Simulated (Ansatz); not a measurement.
MoTe₂ (2H-MoS2 type): a field-response calculation (clamped ions) in Ansatz 0.2.0 (r2SCAN). The geometry is the r2SCAN+rVV10 minimum.

```yaml
crystal:
  lattice:
    - [3.542132108, 0.0, 0.0]
    - [-1.771066054, 3.0675763891, 0.0]
    - [0.0, 0.0, 14.1766477339]
  atoms:
    - { symbol: Mo, position: [0.3333333333, 0.6666666667, 0.25] }
    - { symbol: Mo, position: [0.6666666667, 0.3333333333, 0.75] }
    - { symbol: Te, position: [0.6666666667, 0.3333333333, 0.3765847517] }
    - { symbol: Te, position: [0.6666666667, 0.3333333333, 0.1234152483] }
    - { symbol: Te, position: [0.3333333333, 0.6666666667, 0.8765847517] }
    - { symbol: Te, position: [0.3333333333, 0.6666666667, 0.6234152483] }
kpoints:
  mp_grid: { grid: [9, 9, 2] }
hamiltonian:
  xc: r2scan
scf:
  occupations: { method: fixed }
dielectric: {}
```

In the abridged output below, numbers in square brackets stand for lines, or ends of lines, that were taken out.
```
Pseudopotential: Mo, paw, valence charge 14, recommended cutoff 500 eV (meta_gga)
Pseudopotential: Te, paw, valence charge 16, recommended cutoff 500 eV (meta_gga)
Functional definition: r2SCAN
Crystal: 6 atoms, lattice volume = 154.040 Å³
Basis set: ecut = 500 eV, 3939 PW (Γ)
[1]
Symmetry: 24 space group operations
[2]
SCF converged after 10 iterations
Free energy (F): -37916.276157 eV
Fermi energy:    11.885841 eV
  ε∞ (high-frequency dielectric tensor):
[3]
  Born effective charges Z* (e; rows j = field, columns β = displacement):
    site 0:
[4]
    site 1:
[5]
    site 2:
[6]
    site 3:
[7]
    site 4:
[8]
    site 5:
[9]
  ε∞ is read to err by 1.3e-1, Z* by 4.1e-2 e
```

Q: What stood in the gaps? They hold the Born charges, ε∞ (with the ionic part, where printed), the count of irreducible k points, the band count.

A:
```
[1]
Bands: 56, of which v1, the nominal top of the filled ones, is band 46 counted from 1 (45 counted from 0)
[2]
k-points: 50 of 162 (irreducible under 2 space group operations, time reversal used)
[3]
       18.824706     0.000000     0.000000
        0.000000    18.824706     0.000000
        0.000000     0.000000     8.732229
[4]
        -3.12297    0.00000    0.00000
         0.00000   -3.12297    0.00000
         0.00000    0.00000   -1.40321
[5]
        -3.12297    0.00000    0.00000
         0.00000   -3.12297    0.00000
         0.00000    0.00000   -1.40321
[6]
         1.56149    0.00000    0.00000
         0.00000    1.56149    0.00000
         0.00000    0.00000    0.70161
[7]
         1.56149    0.00000    0.00000
         0.00000    1.56149    0.00000
         0.00000    0.00000    0.70161
[8]
         1.56149    0.00000    0.00000
         0.00000    1.56149    0.00000
         0.00000    0.00000    0.70161
[9]
         1.56149    0.00000    0.00000
         0.00000    1.56149    0.00000
         0.00000    0.00000    0.70161
```

Command: `ansatz run input.yaml --threads 2 --pin off --max-ram 29491MiB --backend cpu --events-out ev --progress --plain --runs-dir out`. It took 6.6 min on 2 threads of AMD EPYC 7R13 Processor (Zen 3), on a shared host, load about 1.5 per core; peak host memory 3.2 GiB.

No spin polarisation and no zero-point or thermal motion.

No spin-orbit coupling is included; it can move band edges with weight on the heavy atoms by tenths of an eV.
